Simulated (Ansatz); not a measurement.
**A plane-wave run on KCl**

input.yaml (Ansatz 0.2.0)

```yaml
crystal:
  lattice:
    - [5.173723, -0.497889, -0.129745]
    - [0.406076, 4.615329, -0.312452]
    - [-0.520374, -0.182717, 5.281717]
  atoms:
    - { symbol: K, position: [0.137315, 0.28594, 0.137953] }
    - { symbol: K, position: [0.654729, 0.809629, 0.315287] }
    - { symbol: Cl, position: [0.10127, 0.750553, 0.740154] }
    - { symbol: Cl, position: [0.772593, 0.357561, 0.672186] }
kpoints:
  mp_grid: { grid: [4, 4, 4], shift: [0.5, 0.0, 0.5] }
magnetization:
  spin_polarized: false
scf:
  occupations: { method: fermi_dirac }
  lower_state_search: "off"
  max_iter: 200
hamiltonian:
  pseudopotentials: { kind: paw }
  xc: revpbe
basis:
  ecutwfc: 420
  fft_grid_basis: typed
output:
  forces: true
  stress: true
  eigenvalues: true
  bader: true
  populations: true
  elf: true
  write_potential: true
  volumetric_format: npy
  dos:
    e_range: [-12, 8]
    de: 0.05
    projected: { site_lists: { Cl: [Cl], K: [K] } }
checkpoint:
  read: saved_state
```

The saved state is an earlier solution for the same cell, perhaps on another mesh. 

Excerpt of what it printed:

```
Pseudopotentials: kind: paw
Pseudopotential: K, paw, valence charge 9, recommended cutoff 420 eV (normal), K.paw.azcp
Pseudopotential: Cl, paw, valence charge 7, recommended cutoff 420 eV (normal), Cl.paw.azcp
Functional definition: revPBE
  exchange = pbe_x(kappa = kappa, mu = beta*pi^2/3)
  correlation = pbe_c(beta = beta)
Crystal: 4 atoms, lattice volume = 126.509 Å³
Basis set: ecut = 420 eV, 2485 PW (Γ), exchange–correlation on 72×64×72 points (8 copies of the dense FFT grid, shifted against one another)
Bands: 20, of which v1, the nominal top of the filled ones, is band 16 counted from 1 (15 counted from 0)
Symmetry: 1 space group operations
Space group: P1 (ITA 1), of the structure as read, at distance tolerance 5.0e-5 Å
k-points: 32 of 64 (time reversal used)
Initial density: read from a saved state, or passed on in memory by an earlier SCF of this step, an earlier step, the calling program or the single point that the run made first
Functional: x = revpbe(κ = 1.245, μ = 0.2195), c = pbe(β = 0.0667)
SCF iter   1: F=—  Δρ=2.19e-4  dr2=8.16e-5
SCF iter   2: F=—  Δρ=1.01e-4  dr2=1.49e-5
SCF iter   3: F=—  Δρ=3.16e-5  dr2=1.86e-6
SCF iter   4: F=-5250.5241 eV  Δρ=7.57e-6  dr2=9.10e-8
Free energy (F): -5250.5241 eV
Harris-Foulkes:  -5250.5241 eV  (|F-HF|=3.07e-7)
Internal energy: -5250.5237 eV  (E = F + TS)
E sigma→0 (E₀):  -5250.5239 eV
Entropy (-TS):   -0.0004 eV (-0.090 meV/atom)
Fermi energy:    4.8212 eV
--- Forces (eV/Å), atoms counted from 1 ---
  atom   1  K      0.0659     0.0224    -0.2158
  atom   2  K     -0.0777     0.0117     0.3280
  atom   3  Cl     3.5824     2.4754     0.7402
  atom   4  Cl    -3.5705    -2.5095    -0.8524
--- Stress (GPa, compression-positive) ---
       11.1685       5.8176       1.4169
        5.8176      11.4681      -0.3295
        1.4169      -0.3295      -6.8609
  P = ⅓ Tr σ = 5.2585 GPa (52.585 kbar)
```

Origin: a disordered cell, so it need not be a known compound. Caveats: atoms or cell far from equilibrium; forces of this functional can be a tenth off on these datasets.
